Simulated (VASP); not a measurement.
# SnO2 in VASP: how settings move the PBE single point

Aim: see what changed inputs do to the PBE single point of SnO2 in the fluorite structure, under -1.5 % shear in the xy plane. This is a trial cell built on a prototype, not taken from a measured structure, and it needn't be the compound's ground state.

Program: VASP 6.6.1. PAW datasets, plane waves. The cell comes from a prototype generator: it can be a known phase or a hypothetical one. Spin polarisation is off.

## 1. The cell

The cell comes from an earlier relaxation with r2SCAN in another program, then strained, with the atoms relaxed again.

It is orthorhombic, Immm (No. 71); a = 3.556 Å, b = 3.609 Å, c = 5.067 Å in the conventional setting, 10.84 Å³ an atom. Near Sn stand 8 O at 2.18–2.20 Å; near O stand 4 Sn at 2.18–2.20 Å.

Coordinates:

```
CELL_PARAMETERS angstrom
-0.01875 2.53347 2.53347
2.53347 -0.01875 2.53347
2.51472 2.51472 0.00000
ATOMIC_POSITIONS crystal
Sn 0.00000 0.00000 0.00000
O 0.25041 0.25041 0.24959
O 0.74959 0.74959 0.75041
```

## 2. Baseline

INCAR

```
ENCUT = 520.000000
SIGMA = 0.020000
EDIFF = 1.00e-07
GGA = PE
PREC = Accurate
IBRION = -1
ISIF = 2
ISMEAR = -1
NBANDS = 20
NELM = 120
NSW = 0
LASPH = .TRUE.
LCHARG = .FALSE.
LWAVE = .FALSE.
LREAL = .FALSE.
```

KPOINTS

```
KPOINTS created by Atomic Simulation Environment
0
Gamma
8 8 8
0 0 0
```

POSCAR

```
Sn O
 1.0000000000000000
    -0.0187476556000000    2.5334669704000001    2.5334669704000001
     2.5334669704000001   -0.0187476556000000    2.5334669704000001
     2.5147193148000002    2.5147193148000002    0.0000000000000000
 Sn  O
   1   2
Cartesian
  0.0000000000000000  0.0000000000000000 -0.0000000000000000
  1.2573596574000001  1.2573596574000001  1.2687865076305600
  3.7720789721999997  3.7720789721999997  3.7981474331694405
```

A file KPOINTS_OPT adds named points for the levels; it doesn't enter the self-consistent loop.

Potentials: the recommended PBE PAW datasets, 26 valence electrons.

Command:

```
> mpirun -np 1 vasp_std
```

## 3. Altered input 1

INCAR: that of step 2 with these lines changed.

```diff
@@ -9,3 +9,2 @@
 NBANDS = 20
-NELM = 120
 NSW = 0
@@ -14,2 +13,4 @@
 LWAVE = .FALSE.
-LREAL = .FALSE.
+ISYM = 1
+LREAL = Auto
+NELM = 66
```

KPOINTS is that of step 2.

POSCAR is that of step 2.

## 4. Altered input 2

INCAR: that of step 2 with these lines changed.

```diff
@@ -9,3 +9,2 @@
 NBANDS = 20
-NELM = 120
 NSW = 0
@@ -15 +14,4 @@
 LREAL = .FALSE.
+ALGO = All
+ISYM = 1
+NELM = 62
```

KPOINTS is that of step 2.

POSCAR is that of step 2.

## 5. Altered input 3

INCAR: that of step 2 with these lines changed.

```diff
@@ -15 +15,3 @@
 LREAL = .FALSE.
+BMIX = 0.5
+NELMIN = 8
```

KPOINTS is that of step 2.

POSCAR is that of step 2.

## 6. Altered input 4

INCAR: that of step 2 with these lines changed.

```diff
@@ -9,3 +9,2 @@
 NBANDS = 20
-NELM = 120
 NSW = 0
@@ -15 +14,4 @@
 LREAL = .FALSE.
+NELM = 76
+ALGO = Damped
+TIME = 4.0
```

KPOINTS is that of step 2.

POSCAR is that of step 2.

What does the calculation give? Wanted: for each run, changed; ending; energy change; pressure; electronic steps; usable.

**Answer**, as computed:

| run | changed | ending | energy change (meV/atom) | pressure (GPa) | gap on the mesh (eV; negative: overlap) | electronic steps | time | usable |
| --- | --- | --- | --- | --- | --- | --- | --- | --- |
| ref. | – | converged | 0 | 10.0 | 0.28 | 14 | 94 s | yes |
| 1 | ISYM = 1, LREAL = Auto, NELM = 66 | converged | -1.1 | 10.0 | 0.28 | 14 | 3.8 min | yes |
| 2 | ALGO = All, ISYM = 1, NELM = 62 | converged | 0.0 | 10.0 | 0.28 | 19 | 94 s | yes |
| 3 | BMIX = 0.5, NELMIN = 8 | converged | 0.0 | 10.0 | 0.28 | 14 | 83 s | yes |
| 4 | ALGO = Damped, TIME = 4 | not converged | – | – | – | 76 | 4.6 min | no |

**Reading.** Of 4 altered inputs, 1 gave no result, 3 gave usable results. Among the usable ones with comparable energies, «ISYM = 1, LREAL = Auto, NELM = 66» moves the energy most, by -1.1 meV/atom.
